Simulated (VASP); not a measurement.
# BaS (Fm-3m) in VASP: a series of runs

BaS is run at these levels: PBE+D4; tasks: single point.

All numbers are computed with VASP 6.6.1; they aren't measurements. Logs are shortened: lines on timing, memory, paths and dates and some standing lists are left out, and cuts for length are marked.

**Measured values to compare with.**

From a printed reference work, monograph, original work of 1988, for a bulk crystal of BaS at 2 K: band gap 3.806 eV (indirect).

The runs below are set against these values where they give the same quantity.

## 1. The cell of the first run

It takes space group Fm-3m (No. 225, cubic). The conventional cell has a = 6.279 Å, b = 6.279 Å, c = 6.279 Å, α = 90.00°, β = 90.00°, γ = 90.00°. Within 4.1 Å of Ba (site symmetry m-3m) lie 6 S at 3.14 Å. Within 4.1 Å of S (site symmetry m-3m) lie 6 Ba at 3.14 Å.

## 2. Single point, PBE+D4

File INCAR:

```
ALGO     = Normal         # electronic algorithm
EDIFF    = 1E-6           # SCF threshold, eV
ENCUT    = 500            # plane-wave cutoff, eV
GGA      = PE             # functional
GGA_COMPAT= False        
ISIF     = 2              # what is computed and relaxed
ISMEAR   = 0              # smearing method
IVDW     = 13             # dispersion correction
LASPH    = True           # aspherical terms in the spheres
LCHARG   = False          # write CHGCAR
LREAL    = False          # projectors in reciprocal space
LWAVE    = False          # write WAVECAR
NBANDS   = 15             # bands
NELM     = 120            # most SCF steps
PREC     = Accurate       # precision mode
SIGMA    = 0.01           # smearing width, eV
```

File KPOINTS:

```
k-points
0
Gamma
  6 6 6
```

File POSCAR:

```
BaS
1.0
    0.0000000000      3.1396081846      3.1396081846
    3.1396081846      0.0000000000      3.1396081846
    3.1396081846      3.1396081846      0.0000000000
Ba S
1 1
Direct
    0.0000000000      0.0000000000      0.0000000000
    0.5000000000      0.5000000000      0.5000000000
```

Potentials or basis: VASP PAW PBE potentials, release 64 (Ba_sv, S).

Started as:

```bash
$ cat potpaw_PBE.64/Ba_sv/POTCAR potpaw_PBE.64/S/POTCAR > POTCAR
$ mpirun -np 1 vasp_std > vasp.out
```

OUTCAR:

```text
EDIFF = 1E-6
   ENCUT = 500
   GGA = PE
   ISIF = 2
   ISMEAR = 0
   IVDW = 13
   LASPH = True
   LREAL = False
   NELM = 120
   PREC = Accurate

 ion  position               nearest neighbor table
   1  0.000  0.000  0.000-   2 3.14   2 3.14   2 3.14   2 3.14   2 3.14   2 3.14
   2  0.500  0.500  0.500-   1 3.14   1 3.14   1 3.14   1 3.14   1 3.14   1 3.14

  LATTYP: Found a face centered cubic cell.
 ALAT       =     6.2792163692

  Lattice vectors:

 A1 = (   0.0000000000,   3.1396081846,   3.1396081846)
 A2 = (   3.1396081846,   0.0000000000,   3.1396081846)
 A3 = (   3.1396081846,   3.1396081846,   0.0000000000)

Analysis of symmetry for initial positions (statically):
=====================================================================
 Subroutine PRICEL returns:
 Original cell was already a primitive cell.

 Routine SETGRP: Setting up the symmetry group for a
 face centered cubic supercell.

 Subroutine GETGRP returns: Found 48 space group operations
 (whereof 48 operations were pure point group operations)
 out of a pool of 48 trial point group operations.

The static configuration has the point symmetry O_h .

Analysis of symmetry for dynamics (positions and initial velocities):
=====================================================================
 Subroutine PRICEL returns:
 Original cell was already a primitive cell.

 Routine SETGRP: Setting up the symmetry group for a
 face centered cubic supercell.

 Subroutine GETGRP returns: Found 48 space group operations
 (whereof 48 operations were pure point group operations)
 out of a pool of 48 trial point group operations.

The dynamic configuration has the point symmetry O_h .

 Subroutine INISYM returns: Found 48 space group operations
 (whereof 48 operations are pure point group operations),
 and found     1 'primitive' translations

----------------------------------------------------------------------------------------

                                     Primitive cell

  volume of cell :      61.8951

  direct lattice vectors                    reciprocal lattice vectors
     0.000000000  3.139608185  3.139608185    -0.159255541  0.159255541  0.159255541
     3.139608185  0.000000000  3.139608185     0.159255541 -0.159255541  0.159255541
     3.139608185  3.139608185  0.000000000     0.159255541  0.159255541 -0.159255541

  length of vectors
     4.440076475  4.440076475  4.440076475     0.275838688  0.275838688  0.275838688

  position of ions in fractional coordinates (direct lattice)
     0.000000000  0.000000000  0.000000000
[... 79 lines left out ...]
   PSTRESS=    0.0 pullay stress
   NELECT =      16.0000    total number of electrons
   NUPDOWN=      -1.0000    fix difference up-down
   EMIN   =  10.00;   EMAX   =-10.00  energy-range for DOS
   EFERMI =   0.00;   METHOD = LEGACY
   ISMEAR =     0;   SIGMA  =   0.01  broadening in eV -4-tet -1-fermi 0-gaus
   EFERMI_NEDOS =   21; number of points for ismear=-14 and -15
   IALGO  =     38    algorithm
   IMIX   =      4    mixing-type and parameters
     AMIX     =   0.40;   BMIX     =  1.00
     AMIX_MAG =   1.60;   BMIX_MAG =  1.00
  volume/ion in A,a.u.               =      30.95       208.84
  Fermi-wavevector in a.u.,A,eV,Ry     =   1.042868  1.970735 14.797340  1.087574
  Thomas-Fermi vector in A             =   2.177552
   LORBIT       =      0    0 simple, 1 ext, 2 COOP (PROOUT), +10 PAW based schemes
   GGA     = PE    functional components
   LHFCALC =     F    Hartree Fock is set to
   AEXX    =    0.0000 exact exchange contribution
   IVDW    =    13    specifies the selected vdW correction
   LEPSILON=     F    determine dielectric tensor
   LRPA    =     F    only Hartree local field effects (RPA)
 non-spin polarized calculation
 Gauss-broadening in eV      SIGMA  =   0.01
  energy-cutoff  :      500.00
  volume of cell :       61.90
 maximum number of plane-waves:      1591
   NGX = 17   NGY = 17   NGZ = 17

 number of electron      16.0000000 magnetization

 Free energy of the ion-electron system (eV)
  ---------------------------------------------------
  ext. energy  EPLUGINS =         0.00000000
  ---------------------------------------------------
  free energy    TOTEN  =       -10.12826103 eV

  energy without entropy =      -10.12826103  energy(sigma->0) =      -10.12826103

 E-fermi :   1.8413     XC(G=0):  -8.8412

 val. band max:        1.7302547760   @ k =   0.0000   0.0000   0.0000
 cond. band min:       3.7416493773   @ k =   0.5000   0.5000   0.0000
 fundamental gap:      2.0113946013
 Fermi energy:         1.8413304960

 k-point     1 :       0.0000    0.0000    0.0000
  band No.  band energies     occupation
      1     -24.1888      2.00000
      2      -9.2365      2.00000
      3      -9.2365      2.00000
      4      -9.2365      2.00000
      5      -8.7115      2.00000
      6       1.7303      2.00000
      7       1.7303      2.00000
      8       1.7303      2.00000
      9       5.5871      0.00000
     10       5.5981      0.00000
     11       5.5981      0.00000
     12       5.5981      0.00000
     13       6.5791      0.00000
     14       6.5791      0.00000
[... 257 lines left out ...]
      2      -9.8461      2.00000
      3      -9.7360      2.00000
      4      -9.5593      2.00000
      5      -8.0724      2.00000
      6       0.7723      2.00000
      7       1.2482      2.00000
      8       1.3671      2.00000
      9       4.9096      0.00000
     10       7.3843      0.00000
     11       8.1592      0.00000
     12       8.9539      0.00000
     13       9.5241      0.00000
     14      10.4244      0.00000
     15      11.9205      0.00000

------------------------ aborting loop because EDIFF is reached ----------------------------------------

  DFT-D4 for vdW energy calculation

  Edisp (eV):   -0.49445

  FORCE on cell =-STRESS in cart. coord.  units (eV):
  Direction    XX          YY          ZZ          XY          YZ          ZX
  --------------------------------------------------------------------------------------
  -------------------------------------------------------------------------------------
  Total       1.07643     1.07643     1.07643     0.00000     0.00000    -0.00000
  in kB      27.86386    27.86386    27.86386     0.00000     0.00000    -0.00000
  external pressure =       27.86 kB  Pullay stress =        0.00 kB

 VOLUME and BASIS-vectors are now :
 -----------------------------------------------------------------------------
  energy-cutoff  :      500.00
  volume of cell :       61.90
      direct lattice vectors                 reciprocal lattice vectors
     0.000000000  3.139608185  3.139608185    -0.159255541  0.159255541  0.159255541
     3.139608185  0.000000000  3.139608185     0.159255541 -0.159255541  0.159255541
     3.139608185  3.139608185  0.000000000     0.159255541  0.159255541 -0.159255541

 POSITION                                       TOTAL-FORCE (eV/Angst)
 -----------------------------------------------------------------------------------
      0.00000      0.00000      0.00000         0.000000      0.000000      0.000000
      3.13961      3.13961      3.13961        -0.000000     -0.000000     -0.000000
 -----------------------------------------------------------------------------------
    total drift:                                0.000000     -0.000000     -0.000000

  FREE ENERGIE OF THE ION-ELECTRON SYSTEM (eV)
  ---------------------------------------------------
  free  energy   TOTEN  =       -10.6227070916 eV

  energy  without entropy=      -10.6227070916  energy(sigma->0) =      -10.62270709
```

OSZICAR:

```text
N       E                     dE             d eps       ncg     rms          rms(c)
DAV:   1     0.840077205210E+02    0.84008E+02   -0.68813E+03   480   0.916E+02
DAV:   2    -0.610488075464E+01   -0.90113E+02   -0.82038E+02   665   0.168E+02
DAV:   3    -0.104950626287E+02   -0.43902E+01   -0.43582E+01   620   0.391E+01
DAV:   4    -0.105927341195E+02   -0.97671E-01   -0.97654E-01   612   0.614E+00
DAV:   5    -0.105956423295E+02   -0.29082E-02   -0.29080E-02   679   0.779E-01    0.518E+00
DAV:   6    -0.101143748512E+02    0.48127E+00   -0.64821E-01   543   0.489E+00    0.359E+00
DAV:   7    -0.101144179711E+02   -0.43120E-04   -0.18327E-01   614   0.243E+00    0.219E+00
DAV:   8    -0.101272705223E+02   -0.12853E-01   -0.23648E-02   536   0.112E+00    0.211E-01
DAV:   9    -0.101274354006E+02   -0.16488E-03   -0.31158E-03   634   0.403E-01    0.119E-01
DAV:  10    -0.101282009696E+02   -0.76557E-03   -0.89071E-04   487   0.208E-01    0.342E-02
DAV:  11    -0.101282590622E+02   -0.58093E-04   -0.87689E-05   606   0.581E-02    0.906E-03
DAV:  12    -0.101282610841E+02   -0.20219E-05   -0.46086E-06   543   0.140E-02    0.521E-03
DAV:  13    -0.101282610282E+02    0.55888E-07   -0.27448E-07   492   0.315E-03
   1 F= -.10622707E+02 E0= -.10622707E+02  d E =-.204882E-57
```

It took 23 s on 1 thread of Intel Xeon 8259CL, shared host; peak memory 0.18 GiB.

Results:

* Free energy: -10.6227 eV
* Pressure: 2.8 GPa
* Band gap on the k mesh: 2.01 eV, indirect (least direct gap 2.12 eV)
* Dispersion energy per atom: -0.247 eV

Caveat: spin-orbit coupling is left out, which moves the levels of the heavy elements.

## 3. Single point, PBE+D4

This run uses another cell than the first one, of 31.92 Å³/atom, 1.032 times its volume.

File INCAR:

```
  PREC = Accurate
  ENCUT = 500
  EDIFF = 1E-6
  ISMEAR = 0
  SIGMA = 0.01
  LREAL = F
  LASPH = T
  NELM = 120
  ALGO = Normal
  ISIF = 2
  LWAVE = F
  LCHARG = T
  GGA = PE
  IVDW = 13
  LELF = T
  LVHAR = T
  NBANDS = 15
  GGA_COMPAT = F
```

File KPOINTS:

```
regular mesh
0
Gamma
  6 6 6
```

File POSCAR:

```
BaS
1.0
    0.0000000000      3.1723147904      3.1723147904
    3.1723147904      0.0000000000      3.1723147904
    3.1723147904      3.1723147904      0.0000000000
Ba S
1 1
Direct
    0.0000000000      0.0000000000      0.0000000000
    0.5000000000      0.5000000000      0.5000000000
```

Potentials or basis: VASP PAW PBE potentials, release 64 (Ba_sv, S).

Started as:

```bash
$ cat potpaw_PBE.64/Ba_sv/POTCAR potpaw_PBE.64/S/POTCAR > POTCAR
$ mpirun -np 1 vasp_std > vasp.out
```

Wall time 40 s (1 thread of Intel Xeon 8259CL, shared host); peak memory 0.2 GiB.

It converged, with:

| Property | Result |
| --- | --- |
| Free energy | -10.6468 eV |
| Pressure | 1.2 GPa |
| Band gap on the k mesh | 2.07 eV, indirect (least direct gap 2.20 eV) |
| Dispersion energy per atom | -0.239 eV |

Levels at points of the mesh, in eV from the valence-band top:
| k point | band 4 | band 5 | band 6 | band 7 | band 8 | band 9 | band 10 | band 11 | band 12 | band 13 |
| --- | --- | --- | --- | --- | --- | --- | --- | --- | --- | --- |
| (0.00, 0.00, 0.00) | -11.06 | -10.39 | 0.00 | 0.00 | 0.00 | 3.70 | 3.87 | 3.87 | 3.87 | 4.82 |
| (0.50, 0.00, 0.00) | -11.11 | -9.06 | -1.98 | -1.13 | -1.13 | 5.61 | 5.75 | 6.38 | 6.38 | 9.03 |
| (0.50, 0.50, 0.00) | -11.27 | -10.30 | -0.50 | -0.13 | -0.13 | 2.07 | 5.99 | 6.15 | 7.60 | 7.60 |

Caveat: spin-orbit coupling is left out, which moves the levels of the heavy elements.

## 4. Single point, PBE+D4

This run uses another cell than the first one, of 32.90 Å³/atom, 1.063 times its volume.

File INCAR:

```
PREC = Accurate ; ENCUT = 500
EDIFF = 1E-6 ; ISMEAR = 0
SIGMA = 0.01 ; LREAL = False
LASPH = True ; NELM = 120
ALGO = Normal ; ISIF = 2
LWAVE = False ; LCHARG = False
GGA = PE ; IVDW = 13
NBANDS = 15 ; GGA_COMPAT = False
```

File KPOINTS:

```
Automatic mesh
0
Gamma
  6 6 6
```

File POSCAR:

```
BaS
1.0
    0.0000000000      3.2043605431      3.2043605431
    3.2043605431      0.0000000000      3.2043605431
    3.2043605431      3.2043605431      0.0000000000
Ba S
1 1
Direct
    0.0000000000      0.0000000000      0.0000000000
    0.5000000000      0.5000000000      0.5000000000
```

Potentials or basis: VASP PAW PBE potentials, release 64 (Ba_sv, S).

Started as:

```bash
$ cat potpaw_PBE.64/Ba_sv/POTCAR potpaw_PBE.64/S/POTCAR > POTCAR
$ mpirun -np 1 vasp_std > vasp.out
```

OUTCAR:

```text
PREC = Accurate
   ENCUT = 500
   EDIFF = 1E-6
   ISMEAR = 0
   LREAL = False
   LASPH = True
   NELM = 120
   ISIF = 2
   GGA = PE
   IVDW = 13

 ion  position               nearest neighbor table
   1  0.000  0.000  0.000-   2 3.20   2 3.20   2 3.20   2 3.20   2 3.20   2 3.20
   2  0.500  0.500  0.500-   1 3.20   1 3.20   1 3.20   1 3.20   1 3.20   1 3.20

  LATTYP: Found a face centered cubic cell.
 ALAT       =     6.4087210862

  Lattice vectors:

 A1 = (   0.0000000000,   3.2043605431,   3.2043605431)
 A2 = (   3.2043605431,   0.0000000000,   3.2043605431)
 A3 = (   3.2043605431,   3.2043605431,   0.0000000000)

[... 462 lines left out ...]

  DFT-D4 for vdW energy calculation

  Edisp (eV):   -0.46318

  FORCE on cell =-STRESS in cart. coord.  units (eV):
  Direction    XX          YY          ZZ          XY          YZ          ZX
  --------------------------------------------------------------------------------------
  -------------------------------------------------------------------------------------
  Total      -0.09511    -0.09511    -0.09511     0.00000     0.00000     0.00000
  in kB      -2.31560    -2.31560    -2.31560     0.00000     0.00000     0.00000
  external pressure =       -2.32 kB  Pullay stress =        0.00 kB

 VOLUME and BASIS-vectors are now :
 -----------------------------------------------------------------------------
  energy-cutoff  :      500.00
  volume of cell :       65.80
      direct lattice vectors                 reciprocal lattice vectors
     0.000000000  3.204360543  3.204360543    -0.156037373  0.156037373  0.156037373
     3.204360543  0.000000000  3.204360543     0.156037373 -0.156037373  0.156037373
     3.204360543  3.204360543  0.000000000     0.156037373  0.156037373 -0.156037373

 POSITION                                       TOTAL-FORCE (eV/Angst)
 -----------------------------------------------------------------------------------
      0.00000      0.00000      0.00000        -0.000000     -0.000000     -0.000000
      3.20436      3.20436      3.20436         0.000000      0.000000      0.000000
 -----------------------------------------------------------------------------------
    total drift:                                0.000000      0.000000      0.000000

  FREE ENERGIE OF THE ION-ELECTRON SYSTEM (eV)
  ---------------------------------------------------
  free  energy   TOTEN  =       -10.6525073208 eV

  energy  without entropy=      -10.6525073208  energy(sigma->0) =      -10.65250732
```

Wall time 39 s (1 thread of Intel Xeon 8259CL, shared host); peak memory 0.2 GiB.

What came out:

```
Free energy                : -10.6525 eV
Pressure                   : -0.2 GPa
Band gap on the k mesh     : 2.12 eV, indirect (least direct gap 2.27 eV)
Dispersion energy per atom : -0.232 eV
```

Caveat: spin-orbit coupling is left out, which moves the levels of the heavy elements.

## 5. Overview

```tsv
cell	gap on the mesh (eV)	pressure (GPa)
a = 4.440 Å, angles 60.0°, 2 atoms	2.01	2.8
a = 4.486 Å, angles 60.0°, 2 atoms	2.07	1.2
a = 4.532 Å, angles 60.0°, 2 atoms	2.12	-0.2
```

Alike in all rows: task single point; level PBE+D4; potentials or basis VASP PAW PBE potentials, release 64 (Ba_sv, S); no spin polarisation; k mesh 6 × 6 × 6; cutoff (eV) 500; smearing gaussian 0.01 eV.

Caveats: spin-orbit coupling is left out, which moves the levels of the heavy elements.

Total energies depend on the potentials used, so only differences within one code and one set of settings carry meaning.

## 6. How close it comes

Step 2. Against the measured gap of BaS, 3.806 eV (indirect; 2 K; a printed reference work, monograph, original work of 1988), the calculated 2.01 eV is off by -1.79 eV. Spin-orbit coupling on Ba is left out. The value is that of PBE+D4 on a finite k mesh, which can miss the band edges, without temperature or zero-point motion. Semilocal functionals fall short of measured gaps as a rule.

Step 3. A measured gap of BaS is 3.806 eV (indirect; 2 K; a printed reference work, monograph, original work of 1988); the calculated 2.07 eV misses it by -1.73 eV. Spin-orbit coupling on Ba is left out. The value is that of PBE+D4 on a finite k mesh, which can miss the band edges, without temperature or zero-point motion. Semilocal functionals fall short of measured gaps as a rule.

Step 4. Measured gap of BaS: 3.806 eV (indirect; 2 K; a printed reference work, monograph, original work of 1988). This calculation gives 2.12 eV (-1.68 eV). Spin-orbit coupling on Ba is left out. The value is that of PBE+D4 on a finite k mesh, which can miss the band edges, without temperature or zero-point motion. Semilocal functionals fall short of measured gaps as a rule.
